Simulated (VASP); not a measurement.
## NaCl (zincblende): a HSE06 single-point calculation in VASP

INCAR, step 1 (PBE orbitals to start from)

```
LREAL = .FALSE.
PREC = Accurate
LASPH = .TRUE.
GGA = PE
EDIFF = 1E-5
NBANDS = 14
SIGMA = 0.01
NELM = 120
LCHARG = .FALSE.
ENCUT = 520
ISMEAR = 0
LWAVE = .TRUE.
```

INCAR, step 2

```
EDIFF = 1E-7
HFSCREEN = 0.2079
SIGMA = 0.01
GGA = PE
LWAVE = .FALSE.
ENCUT = 520
LREAL = .FALSE.
ISMEAR = 0
PREC = Accurate
NELM = 120
PRECFOCK = Fast
NSW = 0
LASPH = .TRUE.
ISTART = 1
IBRION = -1
LHFCALC = .TRUE.
NBANDS = 14
ISIF = 2
AEXX = 0.25
ALGO = Normal
LCHARG = .FALSE.
```

KPOINTS

```
KPOINTS created by Atomic Simulation Environment
0
Gamma
6 6 6
0 0 0
```

KPOINTS_OPT

```
special points
6
Reciprocal
0.0000000000 0.0000000000 0.0000000000 1
0.5000000000 0.0000000000 0.5000000000 1
0.5000000000 0.2500000000 0.7500000000 1
0.3750000000 0.3750000000 0.7500000000 1
0.5000000000 0.5000000000 0.5000000000 1
0.6250000000 0.2500000000 0.6250000000 1
```

POSCAR

```
Na Cl
 1.0000000000000000
     0.0000000000000000    3.0872728252856900    3.0872728252856900
     3.0872728252856900    0.0000000000000000    3.0872728252856900
     3.0872728252856900    3.0872728252856900   -0.0000000000000000
 Na  Cl
   1   1
Cartesian
  0.0000000000000000  0.0000000000000000  0.0000000000000000
  1.5436364126428450  1.5436364126428450  1.5436364126428450
```

VASP ran with the recommended PBE PAW datasets (14 valence electrons in the cell).

Command

```
mpirun -np 1 vasp_std
```

OSZICAR

```
N       E                     dE             d eps       ncg     rms          rms(c)
DAV:   1    -0.772616745666E+01   -0.77262E+01   -0.13427E-01   490   0.319E+00    0.434E-01
DAV:   2    -0.772690569507E+01   -0.73824E-03   -0.92096E-03   580   0.121E+00    0.303E-01
DAV:   3    -0.772662396695E+01    0.28173E-03   -0.74026E-04   610   0.362E-01    0.182E-01
DAV:   4    -0.772658301663E+01    0.40950E-04   -0.93927E-05   610   0.125E-01    0.109E-01
DAV:   5    -0.772657686157E+01    0.61551E-05   -0.14499E-05   574   0.443E-02    0.641E-02
DAV:   6    -0.772657683902E+01    0.22556E-07   -0.32872E-06   568   0.187E-02    0.367E-02
DAV:   7    -0.772657786192E+01   -0.10229E-05   -0.13079E-06   544   0.101E-02    0.206E-02
DAV:   8    -0.772657879512E+01   -0.93320E-06   -0.59930E-07   550   0.612E-03    0.116E-02
DAV:   9    -0.772657943279E+01   -0.63767E-06   -0.29002E-07   544   0.389E-03    0.666E-03
DAV:  10    -0.772657982674E+01   -0.39396E-06   -0.14709E-07   556   0.259E-03    0.390E-03
DAV:  11    -0.772658004240E+01   -0.21565E-06   -0.75185E-08   556   0.175E-03    0.234E-03
DAV:  12    -0.772658015658E+01   -0.11419E-06   -0.38801E-08   526   0.120E-03    0.143E-03
DAV:  13    -0.772658021601E+01   -0.59426E-07   -0.20283E-08   536   0.840E-04
   1 F= -.77265802E+01 E0= -.77265802E+01  d E =-.158257E-21
       N       E                     dE             ncg
DAV:   1    -0.396611126354E+03   -0.28181E+04      168
DAV:   2    -0.107999472389E+04   -0.68338E+03      186
DAV:   3    -0.114570585108E+04   -0.65711E+02      216
DAV:   4    -0.114758121084E+04   -0.18754E+01      210
DAV:   5    -0.114761585928E+04   -0.34648E-01      240
DAV:   6    -0.114761698152E+04   -0.11222E-02      222
DAV:   7    -0.114761703144E+04   -0.49914E-04      238
DAV:   8    -0.114761703327E+04   -0.18349E-05      228
DAV:   9    -0.114761703337E+04   -0.94480E-07      206
```

From OUTCAR

```
k-points           NKPTS =     16   k-points in BZ     NKDIM =    216   number of bands    NBANDS=     14

   NELECT =      14.0000    total number of electrons

   dimension x,y,z NGX =    32 NGY =   32 NGZ =   32
   dimension x,y,z NGXF=    64 NGYF=   64 NGZF=   64

  energy-cutoff  :      520.00
  volume of cell :       58.85
      direct lattice vectors                 reciprocal lattice vectors
     0.000000000  3.087272825  3.087272825    -0.161955236  0.161955236  0.161955236
     3.087272825  0.000000000  3.087272825     0.161955236 -0.161955236  0.161955236
     3.087272825  3.087272825  0.000000000     0.161955236  0.161955236 -0.161955236

 k-points in reciprocal lattice and weights: KPOINTS created by Atomic Simulation Env
   0.00000000  0.00000000  0.00000000       0.005
   0.16666667  0.00000000  0.00000000       0.037
   0.33333333  0.00000000  0.00000000       0.037
   0.50000000  0.00000000  0.00000000       0.019
   0.16666667  0.16666667  0.00000000       0.028
   0.33333333  0.16666667  0.00000000       0.111
   0.50000000  0.16666667  0.00000000       0.111
  -0.33333333  0.16666667  0.00000000       0.111
   ...

 E-fermi :  -3.3411

 k-point     1 :       0.0000    0.0000    0.0000
  band No.  band energies     occupation
      1     -26.0412      2.00000
      2     -26.0411      2.00000
      3     -26.0411      2.00000
      4     -16.6686      2.00000
      5      -3.4049      2.00000
      6      -3.4049      2.00000
      7      -3.4049      2.00000
      8       2.8338      0.00000
      9       9.3329      0.00000
     10       9.3329      0.00000
     11       9.3329      0.00000
     12      11.1931      0.00000
     13      11.1931      0.00000
     14      13.4950      0.00000

 k-point     2 :       0.1667    0.0000    0.0000
  band No.  band energies     occupation
      1     -26.0447      2.00000
      2     -26.0416      2.00000
      3     -26.0416      2.00000
      4     -16.6301      2.00000
      5      -3.7292      2.00000
      6      -3.4308      2.00000
      7      -3.4308      2.00000
      8       3.4511      0.00000
      9       8.6581      0.00000
     10       9.4420      0.00000
     11       9.4420      0.00000
     12      10.7054      0.00000
     13      10.7054      0.00000
     14      12.4481      0.00000

 k-point     3 :       0.3333    0.0000    0.0000
  band No.  band energies     occupation
      1     -26.0517      2.00000
      2     -26.0424      2.00000
      3     -26.0424      2.00000
      4     -16.5519      2.00000
      5      -4.2750      2.00000
      6      -3.4816      2.00000
      7      -3.4816      2.00000
      8       4.7269      0.00000
      9       7.5610      0.00000
     10       8.9799      0.00000
     11       8.9799      0.00000
     12      11.5957      0.00000
     13      11.5957      0.00000
     14      11.9535      0.00000

 k-point     4 :       0.5000    0.0000    0.0000
  band No.  band energies     occupation
      1     -26.0552      2.00000
      2     -26.0428      2.00000
      3     -26.0428      2.00000
      4     -16.5122      2.00000
      5      -4.5130      2.00000
      6      -3.5064      2.00000
      7      -3.5064      2.00000
      8       5.5522      0.00000
      9       6.8833      0.00000
     10       8.7039      0.00000
     11       8.7039      0.00000
     12      12.4020      0.00000
     13      13.1887      0.00000
     14      13.1887      0.00000

 k-point     5 :       0.1667    0.1667    0.0000
  band No.  band energies     occupation
      1     -26.0450      2.00000
      2     -26.0421      2.00000
      3     -26.0421      2.00000
      4     -16.6174      2.00000
      5      -3.7303      2.00000
      6      -3.4890      2.00000
      7      -3.4890      2.00000
      8       3.6356      0.00000
      9       8.5329      0.00000
     10       9.3133      0.00000
     11       9.6362      0.00000
     12       9.6362      0.00000
     13      11.5739      0.00000
     14      14.0234      0.00000

 k-point     6 :       0.3333    0.1667    0.0000
  band No.  band energies     occupation
      1     -26.0503      2.00000
      2     -26.0431      2.00000
      3     -26.0430      2.00000
      4     -16.5526      2.00000
      5      -4.1233      2.00000
      6      -3.5692      2.00000
      7      -3.5550      2.00000
      8       4.6396      0.00000
      9       7.7432      0.00000
     10       8.3827      0.00000
     11       9.5952      0.00000
     12      10.4656      0.00000
     13      12.2155      0.00000
     14      13.2462      0.00000

 k-point     7 :       0.5000    0.1667    0.0000
  band No.  band energies     occupation
      1     -26.0544      2.00000
      2     -26.0444      2.00000
      3     -26.0434      2.00000
      4     -16.5000      2.00000
      5      -4.3966      2.00000
      6      -3.6852      2.00000
      7      -3.5640      2.00000
      8       5.7941      0.00000
      9       6.7218      0.00000
     10       8.3856      0.00000
     11       9.1693      0.00000
     12      11.5342      0.00000
     13      13.2726      0.00000
     14      13.6334      0.00000

 k-point     8 :      -0.3333    0.1667    0.0000
  band No.  band energies     occupation
      1     -26.0533      2.00000
      2     -26.0446      2.00000
      3     -26.0428      2.00000
      4     -16.5131      2.00000
      5      -4.3235      2.00000
      6      -3.7238      2.00000
      7      -3.5078      2.00000
      8       5.5440      0.00000
      9       7.0471      0.00000
     10       8.2916      0.00000
     11       9.1150      0.00000
     12      11.3593      0.00000
     13      12.8181      0.00000
     14      13.4825      0.00000

 k-point     9 :      -0.1667    0.1667    0.0000
  band No.  band energies     occupation
      1     -26.0484      2.00000
      2     -26.0432      2.00000
      3     -26.0419      2.00000
      4     -16.5784      2.00000
      5      -4.0034      2.00000
      6      -3.6000      2.00000
      7      -3.4406      2.00000
      8       4.2891      0.00000
      9       8.2277      0.00000
     10       8.5235      0.00000
     11       9.5839      0.00000
     12      10.0399      0.00000
     13      11.8266      0.00000
     14      13.3524      0.00000

 k-point    10 :       0.3333    0.3333    0.0000
  band No.  band energies     occupation
      1     -26.0525      2.00000
      2     -26.0441      2.00000
      3     -26.0441      2.00000
      4     -16.5143      2.00000
      5      -4.2235      2.00000
      6      -3.6506      2.00000
      7      -3.6506      2.00000
      8       4.8483      0.00000
      9       7.4186      0.00000
     10       8.1496      0.00000
     11      10.5089      0.00000
     12      10.5089      0.00000
     13      12.6228      0.00000
     14      14.6826      0.00000

 k-point    11 :       0.5000    0.3333    0.0000
  band No.  band energies     occupation
      1     -26.0549      2.00000
      2     -26.0456      2.00000
      3     -26.0445      2.00000
      4     -16.4750      2.00000
      5      -4.3199      2.00000
      6      -3.8245      2.00000
      7      -3.6749      2.00000
      8       5.2559      0.00000
      9       7.2152      0.00000
     10       8.2865      0.00000
     11      10.3609      0.00000
     12      10.7885      0.00000
     13      13.6064      0.00000
     14      13.7501      0.00000

 k-point    12 :      -0.3333    0.3333    0.0000
  band No.  band energies     occupation
      1     -26.0543      2.00000
      2     -26.0468      2.00000
      3     -26.0439      2.00000
      4     -16.4745      2.00000
      5      -4.1497      2.00000
      6      -4.0988      2.00000
      7      -3.6054      2.00000
      8       5.9556      0.00000
      9       6.8692      0.00000
     10       8.1793      0.00000
     11       9.7180      0.00000
     12      10.9395      0.00000
     13      12.0424      0.00000
     14      14.8045      0.00000

 k-point    13 :       0.5000    0.5000    0.0000
  band No.  band energies     occupation
      1     -26.0563      2.00000
      2     -26.0451      2.00000
      3     -26.0451      2.00000
      4     -16.4623      2.00000
      5      -4.4178      2.00000
      6      -3.7284      2.00000
      7      -3.7284      2.00000
      8       4.9009      0.00000
      9       7.0536      0.00000
     10       8.7694      0.00000
     11      11.3022      0.00000
     12      11.3022      0.00000
     13      13.3618      0.00000
     14      13.5323      0.00000

 ...

  Total        0.1474284      0.1474284      0.1474284      0.0000000      0.0000000     -0.0000000
  in kB        4.0136240      4.0136240      4.0136240      0.0000000      0.0000000     -0.0000000
  external PRESSURE =       4.0136240 kB  Pullay stress =       0.0000000 kB

 POSITION                                       TOTAL-FORCE (eV/Angst)
 -----------------------------------------------------------------------------------
      0.00000      0.00000      0.00000        -0.000000     -0.000000     -0.000000
      1.54364      1.54364      1.54364         0.000000      0.000000      0.000000
 -----------------------------------------------------------------------------------
    total drift:                                0.000001      0.000001      0.000001

  FREE ENERGIE OF THE ION-ELECTRON SYSTEM (eV)
  ---------------------------------------------------
  free  energy   TOTEN  =        -7.7265802160 eV

  energy  without entropy=       -7.7265802160  energy(sigma->0) =       -7.72658022
```

* gap between bands v and c: 6.24 eV
* least direct gap: 6.24 eV
* pressure: 0.4 GPa

Band v is the last that the valence electrons fill when counted band by band, and c is the next.

The run (its last step) took about 11 min on one core of a shared host (Intel Xeon 6975P-C) and held 0.32 GiB at most.
